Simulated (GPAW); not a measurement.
Crystal: Sn.

```
CELL_PARAMETERS angstrom
-2.94014 2.94014 1.59930
2.94014 -2.94014 1.59930
2.94014 2.94014 -1.59930
ATOMIC_POSITIONS crystal
Sn 0.00000 0.00000 0.00000
Sn 0.75000 0.25000 0.50000
```

```yaml
Program: GPAW 26.7.0
Task: relaxation of cell and atoms
Functional: PBEsol
Dispersion: D3
Potentials_or_basis: PAW data sets generated in the run's folder for this functional
Cutoff: 600 eV
Basis: pw
k_mesh: 7 × 7 × 7
Occupations: fermi-dirac, width 0.05 eV
Spin: no spin polarisation
```

At the start: pressure -2.6 GPa; volume 27.65 Å³/atom.

Problem. How do energy, volume and symmetry change on relaxing?

Solution. Over 6 steps the energy falls by 11.2 meV/atom and the volume is 26.33 Å³/atom (-4.8 %); space group I4_1/amd (No. 141, to 0.05 Å).

The path:
```csv
step,energy change (eV),largest force (eV/Å),pressure (GPa),volume (Å³)
1,0.0000,0.0000,-2.57,55.30
2,-0.0076,0.0000,-2.12,54.78
3,-0.0223,0.0000,0.16,52.50
4,-0.0223,0.0000,0.00,52.65
5,-0.0224,0.0000,-0.01,52.65
6,-0.0224,0.0000,0.00,52.65
```

Final structure:
```xyz
2
Lattice="-2.8859 2.8859 1.5806 2.8859 -2.8859 1.5806 2.8859 2.8859 -1.5806" Properties=species:S:1:pos:R:3 pbc="T T T"
Sn    0.0000    0.0000    0.0000
Sn    0.0000    2.8859    0.7903
```

Caveat: later steps reuse the first step's grids; pairwise dispersion overbinds metals, which lowers pressure and volume.
